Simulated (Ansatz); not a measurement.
## KCl: elastic constants from stress and strain

```
CELL_PARAMETERS angstrom
0.00000 3.15610 3.15610
3.15610 0.00000 3.15610
3.15610 3.15610 0.00000
ATOMIC_POSITIONS crystal
K 0.00000 0.00000 0.00000
Cl 0.50000 0.50000 0.50000
```

Atoms are numbered in the order listed.

The conventional cell has a = 6.312 Å, b = 6.312 Å, c = 6.312 Å, α = 90.00°, β = 90.00°, γ = 90.00°. K (atom 1) is surrounded by 6 Cl at 3.16 Å. Cl (atom 2) has 6 K at 3.16 Å as nearest neighbours.

The cell is a measured one (Crystallography Open Database entry 9003114); the temperature and pressure of the measurement aren't taken into account, and nothing was relaxed.

Theory: DFT, PBE, all-electron LAPW, scalar-relativistic (Ansatz 0.2.0).

Sampling and basis: a Γ-centred 7×7×7 k mesh, Fermi–Dirac smearing of 0.03 eV, basis error target 0.5 meV/atom, no spin polarisation.

The unstrained cell is at 0.58 GPa. Large strains and very small stresses are left out. Each strain is applied once, with fractional coordinates held (clamped ions), and σ below is the change of stress, positive in tension. One finite strain gives stress–strain coefficients at this pressure with an error of the order of the strain times third-order constants, a few per cent for each per cent of strain.

Problem. With z strained by -3 % at fixed volume, the run gives σzz − σxx = -1.80 GPa and εzz − εxx = -0.0453. Which stiffness follows?

Solution. C11 − C12 = (σzz − σxx)/(εzz − εxx) = 40 GPa.

Problem. Estimate the stiffness probed by this change, and the stress that it gives: xy engineering shear strain of +2 %.

Solution. σxy = 0.13 GPa and γxy = 2εxy = 0.0200, so C44 (clamped ions) = σxy/γxy = 6 GPa.

Problem. Scaling the volume by 0.9800 and 1.0200 gives 0.98 GPa and 0.22 GPa. Combine this with the best C11 − C12 to estimate C11 and C12.

Solution. B = −ΔP/Δln V = 19.0 GPa = (C11 + 2 C12)/3; with C11 − C12 = 39.8 GPa, C11 = B + (2/3)(C11 − C12) = 46 GPa and C12 = B − (C11 − C12)/3 = 6 GPa.
